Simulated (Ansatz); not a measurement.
# Residual resistivity of an alloy: W(100) with 4 layers of random W-Ta, 2x2

How strongly does chemical disorder scatter in W(100) with 4 layers of random W-Ta, 2x2?

Calculated with Ansatz 0.2.0; Ansatz plane-wave DFT, PBE, PAW files; ballistic transport by layer matching (Landauer), zero bias; PAW set soft_1.

### 1. Set-up

The cell holds 56 atoms: 48 W and 8 Ta. Cell: a = 6.330 Å, b = 6.330 Å, c = 22.154 Å, α = 90.0°, β = 90.0°, γ = 90.0°. It derives from W. Regions: lead, 40 atoms (40 W); scattering region, 16 atoms (8 Ta and 8 W). The structure is stacked along c, and the current runs across the ab planes.

### 2. With 4 alloy layers

In 4 layers a share of 0.5 of the sites is given to Ta at random. The layers about the cell's end stay perfect and serve as the lead. Disorder leaves little or no symmetry, which makes such runs dear. Energies from -0.05 to 0.05 eV in steps of 0.05 eV are too few for the program's thermal sum, so it prints no conductance; for a metal the transmission near the Fermi level serves, at a fraction of the cost.

Contents of input.yaml:

```yaml
crystal:
  lattice:
    - [6.3296, 0.0, 0.0]
    - [0.0, 6.3296, 0.0]
    - [0.0, 0.0, 22.1536]
  atoms:
    - { symbol: W, position: [0.0, 0.0, 0.0357142857] }
    - { symbol: W, position: [0.0, 0.5, 0.0357142857] }
    - { symbol: W, position: [0.5, 0.0, 0.0357142857] }
    - { symbol: W, position: [0.5, 0.5, 0.0357142857] }
    - { symbol: W, position: [0.25, 0.25, 0.1071428571] }
    - { symbol: W, position: [0.25, 0.75, 0.1071428571] }
    - { symbol: W, position: [0.75, 0.25, 0.1071428571] }
    - { symbol: W, position: [0.75, 0.75, 0.1071428571] }
    - { symbol: W, position: [0.0, 0.0, 0.1785714286] }
    - { symbol: W, position: [0.0, 0.5, 0.1785714286] }
    - { symbol: W, position: [0.5, 0.0, 0.1785714286] }
    - { symbol: W, position: [0.5, 0.5, 0.1785714286] }
    - { symbol: W, position: [0.25, 0.25, 0.25] }
    - { symbol: W, position: [0.25, 0.75, 0.25] }
    - { symbol: W, position: [0.75, 0.25, 0.25] }
    - { symbol: W, position: [0.75, 0.75, 0.25] }
    - { symbol: W, position: [0.0, 0.0, 0.3214285714] }
    - { symbol: W, position: [0.0, 0.5, 0.3214285714] }
    - { symbol: W, position: [0.5, 0.0, 0.3214285714] }
    - { symbol: W, position: [0.5, 0.5, 0.3214285714] }
    - { symbol: Ta, position: [0.25, 0.25, 0.3928571429] }
    - { symbol: W, position: [0.25, 0.75, 0.3928571429] }
    - { symbol: W, position: [0.75, 0.25, 0.3928571429] }
    - { symbol: W, position: [0.75, 0.75, 0.3928571429] }
    - { symbol: Ta, position: [0.0, 0.0, 0.4642857143] }
    - { symbol: W, position: [0.0, 0.5, 0.4642857143] }
    - { symbol: Ta, position: [0.5, 0.0, 0.4642857143] }
    - { symbol: Ta, position: [0.5, 0.5, 0.4642857143] }
    - { symbol: Ta, position: [0.25, 0.25, 0.5357142857] }
    - { symbol: W, position: [0.25, 0.75, 0.5357142857] }
    - { symbol: W, position: [0.75, 0.25, 0.5357142857] }
    - { symbol: W, position: [0.75, 0.75, 0.5357142857] }
    - { symbol: Ta, position: [0.0, 0.0, 0.6071428571] }
    - { symbol: Ta, position: [0.0, 0.5, 0.6071428571] }
    - { symbol: W, position: [0.5, 0.0, 0.6071428571] }
    - { symbol: Ta, position: [0.5, 0.5, 0.6071428571] }
    - { symbol: W, position: [0.25, 0.25, 0.6785714286] }
    - { symbol: W, position: [0.25, 0.75, 0.6785714286] }
    - { symbol: W, position: [0.75, 0.25, 0.6785714286] }
    - { symbol: W, position: [0.75, 0.75, 0.6785714286] }
    - { symbol: W, position: [0.0, 0.0, 0.75] }
    - { symbol: W, position: [0.0, 0.5, 0.75] }
    - { symbol: W, position: [0.5, 0.0, 0.75] }
    - { symbol: W, position: [0.5, 0.5, 0.75] }
    - { symbol: W, position: [0.25, 0.25, 0.8214285714] }
    - { symbol: W, position: [0.25, 0.75, 0.8214285714] }
    - { symbol: W, position: [0.75, 0.25, 0.8214285714] }
    - { symbol: W, position: [0.75, 0.75, 0.8214285714] }
    - { symbol: W, position: [0.0, 0.0, 0.8928571429] }
    - { symbol: W, position: [0.0, 0.5, 0.8928571429] }
    - { symbol: W, position: [0.5, 0.0, 0.8928571429] }
    - { symbol: W, position: [0.5, 0.5, 0.8928571429] }
    - { symbol: W, position: [0.25, 0.25, 0.9642857143] }
    - { symbol: W, position: [0.25, 0.75, 0.9642857143] }
    - { symbol: W, position: [0.75, 0.25, 0.9642857143] }
    - { symbol: W, position: [0.75, 0.75, 0.9642857143] }
kpoints:
  mp_grid: { grid: [4, 4, 1] }
hamiltonian:
  xc: pbe
  pseudopotentials: { kind: paw, azcp: { folder: soft_1 } }
scf:
  occupations: { method: fermi_dirac, width: 0.1 }
output:
  transmission: { leads: [[0, 4]], kmesh: [8, 8], e_range: [-0.05, 0.05], de: 0.05 }
  write_potential: true
  write_density: true
  volumetric_format: npy
```

On the command line:

```sh
ansatz run input.yaml --threads 4 --pin off --max-ram 15360MiB --backend cpu --events-out ev --progress --plain --runs-dir out
```

Numbers of over 12 decimals in the logs are rounded to 6 here.

Log:

```text
Engine: ansatz 0.2.0, x86_64-unknown-linux-gnu
Pseudopotentials: kind: paw
Pseudopotential: W, paw, valence charge 14, recommended cutoff 420 eV (normal), soft_1/W.paw.azcp
Pseudopotential: Ta, paw, valence charge 13, recommended cutoff 420 eV (normal), soft_1/Ta.paw.azcp
Functional definition: PBE
  parameter kappa = 0.804
  parameter beta = 0.066725
  exchange = pbe_x(kappa = kappa, mu = beta*pi^2/3)
  correlation = pbe_c(beta = beta)
Crystal: 56 atoms, lattice volume = 887.558 Å³
Basis set: ecut = 420 eV, 17351 PW (Γ)
Bands: 466, of which v1, the nominal top of the filled ones, is band 388 counted from 1 (387 counted from 0)
Symmetry: 2 space group operations
Space group: Cm (ITA 8), of the structure as read, at distance tolerance 9.6e-5 Å
k-points: 7 of 16 (time reversal used)
Non-local potential: W, projectors of the file, l = 0: 3, l = 1: 2, l = 2: 2, l = 3: 1
Non-local potential: Ta, projectors of the file, l = 0: 3, l = 1: 2, l = 2: 2, l = 3: 1
PAW form: soft (Blöchl's): semilocal exchange-correlation on the pseudo side does not see the compensation charge
PAW one-centre angular grid: W, 590 points (default); XC on 64 Gauss nodes
PAW one-centre angular grid: Ta, 590 points (default); XC on 64 Gauss nodes
Initial density: superposition of atomic densities (chi_scale 0.1, normalization cell, long waves of neutral atoms (reshape's long-wave potential 12.12 eV rms, cloud 3.32 Å wide))
Initial wavefunctions: pseudopotential atomic-orbital guess
Functional: x = pbe(κ = 0.804, μ = 0.219515), c = pbe(β = 0.066725)
SCF iter   1: F=—  HF=-578076.607499 eV  |F-HF|=—  |Δ(HF+E_count)|=         —  Δρ=1.26e-1  dr2=3.01e3  ethr=3.10e-3  ⟨swp⟩=5.3  Hψ=12029  notcnv=0  defer=27
preconditioner: auto → Kerker (q_TF=auto, 2.668 Å⁻¹)  [metal: Δε(μ)=0.007 eV  Ē_g=5.323 eV  σ=0.100 eV  W_gap=0.02  n_scr=286 (ndim 8)  ℏωp=22.6 eV  f_vac=0.000  D(μ)=42.23/eV (n_scr^D=364)]
SCF iter   2: F=—  HF=-578029.144370 eV  |F-HF|=—  |Δ(HF+E_count)|=    4.75e1  Δρ=7.55e-2  dr2=1.28e3  ethr=3.10e-3  ⟨swp⟩=3.0  Hψ=5543  notcnv=0  defer=76
SCF iter   3: F=—  HF=-577995.852736 eV  |F-HF|=—  |Δ(HF+E_count)|=    3.33e1  Δρ=2.16e-2  dr2=1.88e2  ethr=3.10e-3  ⟨swp⟩=3.0  Hψ=5752  notcnv=0  defer=65
SCF iter   4: F=—  HF=-577992.537409 eV  |F-HF|=—  |Δ(HF+E_count)|=    3.32e0  Δρ=1.27e-2  dr2=4.81e1  ethr=3.10e-3  ⟨swp⟩=2.9  Hψ=3978  notcnv=0  defer=32
SCF iter   5: F=—  HF=-577991.519394 eV  |F-HF|=—  |Δ(HF+E_count)|=    1.02e0  Δρ=3.05e-3  dr2=1.31e0  ethr=3.10e-3  ⟨swp⟩=3.6  Hψ=6264  notcnv=0  defer=10
SCF iter   6: F=—  HF=-577991.481537 eV  |F-HF|=—  |Δ(HF+E_count)|=   3.79e-2  Δρ=1.05e-3  dr2=2.43e-1  ethr=1.69e-4  ⟨swp⟩=1.6  Hψ=3463  notcnv=0  defer=10
SCF iter   7: F=—  HF=-577991.475365 eV  |F-HF|=—  |Δ(HF+E_count)|=   6.17e-3  Δρ=2.10e-4  dr2=2.56e-3  ethr=3.13e-5  ⟨swp⟩=1.0  Hψ=3252  notcnv=0  defer=10
SCF iter   8: F=—  HF=-577991.475078 eV  |F-HF|=—  |Δ(HF+E_count)|=   2.87e-4  Δρ=4.69e-5  dr2=1.02e-4  ethr=3.29e-7  ⟨swp⟩=2.0  Hψ=5616  notcnv=0  defer=10
SCF iter   9: F=—  HF=-577991.475072 eV  |F-HF|=—  |Δ(HF+E_count)|=   5.55e-6  Δρ=1.09e-5  dr2=6.71e-6  ethr=1.32e-8  ⟨swp⟩=2.0  Hψ=3856  notcnv=0  defer=10
SCF iter  10: F=—  HF=-577991.474455 eV  |F-HF|=—  |Δ(HF+E_count)|=   6.17e-4  Δρ=2.38e-6  dr2=9.46e-7  ethr=8.64e-10  ⟨swp⟩=2.0  Hψ=4063  notcnv=0  defer=10
SCF iter  11: F=-577991.474455 eV  HF=-577991.474455 eV  |F-HF|=1.75e-8  |Δ(HF+E_count)|=   3.40e-8  Δρ=5.03e-7  dr2=1.85e-8  ethr=1.29e-11  ⟨swp⟩=6.9  Hψ=9963  notcnv=0
SCF 1 converged in 11 iterations: F = -577991.474455 eV  dr2 = 1.85e-8
  greatest PAW one-centre occupation: 0.999 electrons in one spin orbital (limit 2), on the W atom at site 34 (counted from 0), in its partial waves of l = 0
transmission: 69 of 672 steps passed
transmission: 138 of 672 steps passed
[...]
transmission: 672 of 672 steps passed
SCF converged after 11 iterations
Free energy (F): -577991.474455 eV
Harris-Foulkes:  -577991.474455 eV  (|F-HF|=1.75e-8)
Internal energy: -577990.779666 eV  (E = F + TS)
E sigma→0 (E₀):  -577991.127061 eV
Entropy (-TS):   -0.694789 eV (-12.407 meV/atom)
Fermi energy:    22.192560 eV
--- Per-component energies (eV) ---
  E_band       = -4578.612240
  E_kinetic    = 23445.497518
  E_local      = -30091.667843  (includes V_loc(G=0)·N_el)
  E_nonlocal   = -1305.085262
  E_hartree    = 12503.352749
  E_xc         = -15442.124976
  E_vxc        = -13003.020407  (∫ρ·V_xc dr)
  E_paw        = -478179.409527  (= ΣΔE_a)
  E_vpaw       = -8631.046377  (= ΣTr[D̂ρ^β])
  E_aug_tail   = 0.007801  (compensation charges beyond the density's cutoff)
  E_ewald      = -88921.350126
  E_smearing   = -0.694789  (= −TS)
  E_closure    = 0.000000  (closes the sum)
  Σ components = -577991.474455   (vs F -577991.474455, Δ=0.00e0)
--- Band table (eV; the first three rows and the last of 7) ---
  k-point 0: bands = [... 384 lower, 22.4140, 22.4175, 22.4403, 22.4563, 22.5073, 22.5082, 22.5255, 22.5443, ... 74 higher]
  k-point 1: bands = [... 384 lower, 22.1534, 22.2044, 22.2195, 22.2892, 22.2970, 22.3480, 22.4235, 22.4580, ... 74 higher]
  k-point 2: bands = [... 384 lower, 21.6551, 21.7226, 21.9228, 21.9852, 22.4054, 22.4130, 22.4255, 22.4317, ... 74 higher]
  k-point 6: bands = [... 384 lower, 20.8351, 20.8784, 20.9012, 21.0645, 21.8058, 21.8748, 21.9031, 21.9733, ... 74 higher]
--- Transmission ---
  basis      : 349 plane waves across, 32 finite elements along
  points     : 21, standing for a mesh of 8 x 8
  energies   : 3 from -0.050000 to 0.050000 eV about the Fermi level, 0.050000 eV apart; the leads are filled to 0.000000 eV, and channels, transmission and decay are at 0.000000 eV
  crystal 0  : W4, at the sites [0, 4], period 1.5824 Å, over 15.82 Å; its Hamiltonian steps by up to 18.5 meV
    offset         : up to 0.0000 Å between an atom of the period and one for which it stands
    channels       : 5.281250e0 a spin
    conductance    : none, the energies end too early or step too widely for 300 K: set another output.transmission.e_range or a lower de, or, where they end at an eighth of basis.ecutwfc, a higher one
    slowest decay  : 0.0352 /Å at (0.5000, 0.5000)
  junction   : crystal 0 to crystal 0, 0.70 to 21.27 Å
    transmission   : 3.108800e0 a spin
    conductance    : none, the energies end too early or step too widely for 300 K: set another output.transmission.e_range or a lower de, or, where they end at an eighth of basis.ecutwfc, a higher one
```

Wall time 5.4 min (4 threads of Intel Xeon Platinum 8375C at 2.90GHz (Ice Lake), shared host); peak memory 7.6 GiB; 19 min of CPU time.

The column dr2 measures how far the density is from self-consistency, as an energy; F and HF (Harris–Foulkes) agree once it is small.

This step gave:

- free energy: -577991.4745 eV
- energy at zero smearing: -577991.1271 eV
- Fermi energy: 22.19 eV
- cell area: 40.06 Å²
- transmission per spin nearest the Fermi level: 3.109
- open channels per spin nearest the Fermi level: 5.281
- step of the lead's potential: 18.5 meV

Per spin. The transmission, zone mean by energy, zero at the Fermi level:

| energy (eV) | transmission, zone mean |
| --- | --- |
| -0.0500 | 3.13 |
| 0.0000 | 3.11 |
| 0.0500 | 3.04 |

Per spin. Open channels, zone mean, lead against energy, zero at the Fermi level:

| energy (eV) | open channels, zone mean, lead |
| --- | --- |
| -0.0500 | 5.03 |
| 0.0000 | 5.28 |
| 0.0500 | 5.78 |

Transmission over k1 and k2. At 0.0000 eV from the Fermi level.

Ten even steps from '_' (0.00) to '@' (9.19):
```
__....::--::....
::....--++--....
::::--##@@##--::
----++@@@@@@++--
::::--##@@##--::
::....--++--....
__....::--::....
____::::--::::__
```
Columns: k1 (b1) from -0.5 to 0.375; rows upwards: k2 (b2) from -0.5 to 0.375.

Open channels over k1 and k2. At 0.0000 eV from the Fermi level.

Ten even steps from '0' (0.0) to '9' (14.0):
```
10223220
12155512
22599952
23599953
22599952
12155512
10223220
01122211
```
Columns: k1 (b1) from -0.5 to 0.375; rows upwards: k2 (b2) from -0.5 to 0.375.

Over the solved energies the transmission per spin lies between 3.04 and 3.13, out of 5.36 channels of the lead on average (up to 5.78).

### 3. With 8 alloy layers

In 8 layers a share of 0.5 of the sites is given to Ta at random. A fresh draw is used; the growth of the resistance with length is what counts.

System of this step: W(100) with 8 layers of random W-Ta, 2x2. The cell holds 72 atoms: 56 W and 16 Ta. Its edges and angles: a = 6.330 Å, b = 6.330 Å, c = 28.483 Å, α = 90.0°, β = 90.0°, γ = 90.0°. It derives from W. Regions: lead, 40 atoms (40 W); scattering region, 32 atoms (16 W and 16 Ta). The structure is stacked along c, and the current runs across the ab planes.

Contents of input.yaml:

```yaml
crystal:
  lattice:
    - [6.3296, 0.0, 0.0]
    - [0.0, 6.3296, 0.0]
    - [0.0, 0.0, 28.4832]
  atoms:
    - { symbol: W, position: [0.0, 0.0, 0.0277777778] }
    - { symbol: W, position: [0.0, 0.5, 0.0277777778] }
    - { symbol: W, position: [0.5, 0.0, 0.0277777778] }
    - { symbol: W, position: [0.5, 0.5, 0.0277777778] }
    - { symbol: W, position: [0.25, 0.25, 0.0833333333] }
    - { symbol: W, position: [0.25, 0.75, 0.0833333333] }
    - { symbol: W, position: [0.75, 0.25, 0.0833333333] }
    - { symbol: W, position: [0.75, 0.75, 0.0833333333] }
    - { symbol: W, position: [0.0, 0.0, 0.1388888889] }
    - { symbol: W, position: [0.0, 0.5, 0.1388888889] }
    - { symbol: W, position: [0.5, 0.0, 0.1388888889] }
    - { symbol: W, position: [0.5, 0.5, 0.1388888889] }
    - { symbol: W, position: [0.25, 0.25, 0.1944444444] }
    - { symbol: W, position: [0.25, 0.75, 0.1944444444] }
    - { symbol: W, position: [0.75, 0.25, 0.1944444444] }
    - { symbol: W, position: [0.75, 0.75, 0.1944444444] }
    - { symbol: W, position: [0.0, 0.0, 0.25] }
    - { symbol: W, position: [0.0, 0.5, 0.25] }
    - { symbol: W, position: [0.5, 0.0, 0.25] }
    - { symbol: W, position: [0.5, 0.5, 0.25] }
    - { symbol: W, position: [0.25, 0.25, 0.3055555556] }
    - { symbol: W, position: [0.25, 0.75, 0.3055555556] }
    - { symbol: W, position: [0.75, 0.25, 0.3055555556] }
    - { symbol: Ta, position: [0.75, 0.75, 0.3055555556] }
    - { symbol: Ta, position: [0.0, 0.0, 0.3611111111] }
    - { symbol: W, position: [0.0, 0.5, 0.3611111111] }
    - { symbol: Ta, position: [0.5, 0.0, 0.3611111111] }
    - { symbol: W, position: [0.5, 0.5, 0.3611111111] }
    - { symbol: Ta, position: [0.25, 0.25, 0.4166666667] }
    - { symbol: Ta, position: [0.25, 0.75, 0.4166666667] }
    - { symbol: W, position: [0.75, 0.25, 0.4166666667] }
    - { symbol: Ta, position: [0.75, 0.75, 0.4166666667] }
    - { symbol: W, position: [0.0, 0.0, 0.4722222222] }
    - { symbol: W, position: [0.0, 0.5, 0.4722222222] }
    - { symbol: W, position: [0.5, 0.0, 0.4722222222] }
    - { symbol: Ta, position: [0.5, 0.5, 0.4722222222] }
    - { symbol: Ta, position: [0.25, 0.25, 0.5277777778] }
    - { symbol: Ta, position: [0.25, 0.75, 0.5277777778] }
    - { symbol: Ta, position: [0.75, 0.25, 0.5277777778] }
    - { symbol: Ta, position: [0.75, 0.75, 0.5277777778] }
    - { symbol: W, position: [0.0, 0.0, 0.5833333333] }
    - { symbol: W, position: [0.0, 0.5, 0.5833333333] }
    - { symbol: Ta, position: [0.5, 0.0, 0.5833333333] }
    - { symbol: Ta, position: [0.5, 0.5, 0.5833333333] }
    - { symbol: Ta, position: [0.25, 0.25, 0.6388888889] }
    - { symbol: W, position: [0.25, 0.75, 0.6388888889] }
    - { symbol: W, position: [0.75, 0.25, 0.6388888889] }
    - { symbol: W, position: [0.75, 0.75, 0.6388888889] }
    - { symbol: W, position: [0.0, 0.0, 0.6944444444] }
    - { symbol: W, position: [0.0, 0.5, 0.6944444444] }
    - { symbol: Ta, position: [0.5, 0.0, 0.6944444444] }
    - { symbol: Ta, position: [0.5, 0.5, 0.6944444444] }
    - { symbol: W, position: [0.25, 0.25, 0.75] }
    - { symbol: W, position: [0.25, 0.75, 0.75] }
    - { symbol: W, position: [0.75, 0.25, 0.75] }
    - { symbol: W, position: [0.75, 0.75, 0.75] }
    - { symbol: W, position: [0.0, 0.0, 0.8055555556] }
    - { symbol: W, position: [0.0, 0.5, 0.8055555556] }
    - { symbol: W, position: [0.5, 0.0, 0.8055555556] }
    - { symbol: W, position: [0.5, 0.5, 0.8055555556] }
    - { symbol: W, position: [0.25, 0.25, 0.8611111111] }
    - { symbol: W, position: [0.25, 0.75, 0.8611111111] }
    - { symbol: W, position: [0.75, 0.25, 0.8611111111] }
    - { symbol: W, position: [0.75, 0.75, 0.8611111111] }
    - { symbol: W, position: [0.0, 0.0, 0.9166666667] }
    - { symbol: W, position: [0.0, 0.5, 0.9166666667] }
    - { symbol: W, position: [0.5, 0.0, 0.9166666667] }
    - { symbol: W, position: [0.5, 0.5, 0.9166666667] }
    - { symbol: W, position: [0.25, 0.25, 0.9722222222] }
    - { symbol: W, position: [0.25, 0.75, 0.9722222222] }
    - { symbol: W, position: [0.75, 0.25, 0.9722222222] }
    - { symbol: W, position: [0.75, 0.75, 0.9722222222] }
kpoints:
  mp_grid: { grid: [4, 4, 1] }
hamiltonian:
  xc: pbe
  pseudopotentials: { kind: paw, azcp: { folder: soft_1 } }
scf:
  occupations: { method: fermi_dirac, width: 0.1 }
output:
  transmission: { leads: [[0, 4]], kmesh: [8, 8], e_range: [-0.05, 0.05], de: 0.05 }
  write_potential: true
  write_density: true
  volumetric_format: npy
```

Log:

```text
[...]
Crystal: 72 atoms, lattice volume = 1141.146 Å³
Basis set: ecut = 420 eV, 22299 PW (Γ)
Bands: 596, of which v1, the nominal top of the filled ones, is band 496 counted from 1 (495 counted from 0)
Symmetry: 1 space group operations
[...]
k-points: 10 of 16 (time reversal used)
[...]
SCF iter   1: F=—  HF=-740661.585976 eV  |F-HF|=—  |Δ(HF+E_count)|=         —  Δρ=1.29e-1  dr2=5.30e3  ethr=3.10e-3  ⟨swp⟩=5.0  Hψ=22003  notcnv=0  defer=52
[...]
SCF iter  12: F=-740544.134994 eV  HF=-740544.134994 eV  |F-HF|=3.19e-8  |Δ(HF+E_count)|=   3.20e-8  Δρ=3.72e-7  dr2=3.27e-8  ethr=1.01e-11  ⟨swp⟩=9.4  Hψ=17160  notcnv=0
SCF 1 converged in 12 iterations: F = -740544.134994 eV  dr2 = 3.27e-8
[...]
transmission: 156 of 1496 steps passed
transmission: 306 of 1496 steps passed
[...]
transmission: 1496 of 1496 steps passed
SCF converged after 12 iterations
Free energy (F): -740544.134994 eV
[...]
Internal energy: -740542.911598 eV  (E = F + TS)
E sigma→0 (E₀):  -740543.523296 eV
Entropy (-TS):   -1.223396 eV (-16.992 meV/atom)
Fermi energy:    22.089795 eV
[...]
--- Band table (eV; the first three rows and the last of 10) ---
  k-point 0: bands = [... 492 lower, 22.3376, 22.3388, 22.3487, 22.3692, 22.3992, 22.4512, 22.4593, 22.5103, ... 96 higher]
  k-point 1: bands = [... 492 lower, 22.1792, 22.2024, 22.2404, 22.2758, 22.3127, 22.3189, 22.3513, 22.3603, ... 96 higher]
  k-point 2: bands = [... 492 lower, 21.8684, 21.9122, 21.9133, 21.9369, 22.1797, 22.1960, 22.2955, 22.3030, ... 96 higher]
  k-point 9: bands = [... 492 lower, 20.8849, 20.9160, 20.9495, 20.9602, 21.0422, 21.1023, 21.1748, 21.2470, ... 96 higher]
--- Transmission ---
  basis      : 349 plane waves across, 44 finite elements along
  points     : 34, standing for a mesh of 8 x 8
[...]
channels       : 5.656250e0 a spin
[...]
slowest decay  : 0.0320 /Å at (0.5000, 0.5000)
  junction   : crystal 0 to crystal 0, 0.70 to 27.60 Å
    transmission   : 2.644633e0 a spin
[...]
```

Elapsed: 11 min, on 4 threads; peak memory 8.2 GiB.

This step gave:

- free energy: -740544.1350 eV
- energy at zero smearing: -740543.5233 eV
- Fermi energy: 22.09 eV
- transmission per spin nearest the Fermi level: 2.645
- open channels per spin nearest the Fermi level: 5.656
- step of the lead's potential: 14.1 meV

Per spin. Table of transmission, zone mean by energy, zero at the Fermi level:

| energy (eV) | transmission, zone mean |
| --- | --- |
| -0.0500 | 2.71 |
| 0.0000 | 2.64 |
| 0.0500 | 2.43 |

Over the solved energies the transmission per spin lies between 2.43 and 2.71, out of 5.41 channels of the lead on average (up to 5.66).

(Part 1 of 2 ends here.)

[Logs are printed without paths, hosts, clocks, repeated set-up lines and the standing remarks that a program may print on its own settings, such as how far it seeks lower states.]

[Hosts, paths, dates, database ids (printed as entryN), source tags and the programs' standing remarks are cut or masked in the printed files.]
